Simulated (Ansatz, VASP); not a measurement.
**SiC: VASP beside Ansatz**

```xyz
4
Lattice="3.1983 0.0000 0.0000 -1.5992 2.7698 0.0000 0.0000 0.0000 5.0175" Properties=species:S:1:pos:R:3 pbc="T T T"
Si    0.0000    1.8465    2.4977
Si    1.5992    0.9233    5.0064
C     0.0000    1.8465    4.4013
C     1.5992    0.9233    1.8926
```

Change from the starting cell: biaxial strain in the a-b plane, c and atoms relaxed: +4.0 %.

Alike in both runs: functional r2SCAN; k mesh 12 × 12 × 6; occupations gaussian, width 0.02 eV; no spin polarisation.

Ansatz relaxed the structure, and its values are those at the end. VASP's run is a single point on that final structure, the one shown.

|  | VASP | Ansatz |
| --- | --- | --- |
| version | VASP 6.6.1 | Ansatz 0.2.0 |
| potentials or method | VASP PAW PBE potentials, release 64 (Si, C) | scalar-relativistic, plane waves, PAW |
| plane-wave cutoff (eV) | 520 | 500 |
| valence electrons in the cell | 16 | 16 |

|  | VASP | Ansatz | Ansatz less VASP |
| --- | --- | --- | --- |
| gap on the k mesh at the Fermi level (eV) | 2.60 | 2.59 | -0.002 |
| least direct gap on the mesh (eV) | 3.89 | 3.88 | -0.006 |
| pressure (GPa) | -14.3 | -14.2 | +0.12 |

The functional is the same, so the differences come from potentials, cutoffs and numerics.

Caveats: the PAW data sets were made with another functional, which shifts forces and pressure a little (VASP). A k mesh can miss the band edges.
